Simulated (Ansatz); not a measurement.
# GaP under changes of volume

One of the cells (20.240 Å³/atom); the others are scaled copies at fixed shape and fractional positions:

```
Ga P
1.0
     0.00000    2.72525    2.72525
     2.72525    0.00000    2.72525
     2.72525    2.72525    0.00000
Ga P
1 1
Direct
  0.00000 0.00000 0.00000
  0.75000 0.75000 0.75000
```

* Program: Ansatz 0.2.0
* Functional: PBE
* Potentials or basis: Ansatz PAW earlier set
* Cutoff: 1300 eV
* Density cutoff: 10400 eV
* k mesh: 8 × 8 × 8
* Occupations: fermi-dirac, width 0.05 eV
* Spin: no spin polarisation

```csv
volume (Å³/atom),energy over the lowest point (meV/atom),pressure (GPa),gap on the mesh (eV)
19.026,?,?,?
19.431,26.37,6.4,1.57
19.836,12.85,4.3,1.61
20.240,4.28,2.5,1.64
20.645,0.14,0.8,1.62
21.050,0.00,-0.7,1.51
21.455,3.44,-2.0,1.36
```

What does the run at 19.026 Å³/atom give?

Energy over the lowest point 45.38 meV/atom; pressure 8.7 GPa; gap on the mesh 1.52 eV.

Worked out: A Birch-Murnaghan fit of order 3 (a polynomial in V^(-2/3)) to the other rows has its minimum at 20.86 Å³/atom with B0 = V·E''(V) = 77 GPa and B' = 4.5. It gives 45.41 meV/atom at 19.026 Å³/atom, against the run's 45.38, and -dE/dV = 8.7 GPa, against 8.7. A parabola through the other rows of the gap, of slope 7.85 eV per unit of ln V there, extrapolates to 1.42 eV, against the run's 1.52.

Energies are extrapolated to zero smearing.

A mesh can miss the band edges. Spin-orbit coupling on Ga is left out.
